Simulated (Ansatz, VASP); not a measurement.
## Ag in VASP and in Ansatz

```xyz
1
Lattice="0.0000 2.0427 2.0427 2.0427 0.0000 2.0427 2.0427 2.0427 0.0000" Properties=species:S:1:pos:R:3 pbc="T T T"
Ag    0.0000    0.0000    0.0000
```

Alike in both runs: task single point; functional PBE; k mesh 11 × 11 × 11; occupations gaussian, width 0.014 eV; no spin polarisation.

```csv
,VASP,Ansatz
version,VASP 6.6.1,Ansatz 0.2.0
potentials or method,"VASP PAW PBE potentials, release 64 (Ag)",Ansatz PAW
plane-wave cutoff (eV),520,420
valence electrons in the cell,11,19
```

VASP gave:

- gap on the k mesh at the Fermi level (eV): none
- pressure (GPa): 4.1

Which values does Ansatz return?

gap on the k mesh at the Fermi level (eV): none; pressure (GPa): 4.3.

A gap of «none» marks a metal or a gap that the smearing closes. The two sets of potentials don't hold the same shells in valence.
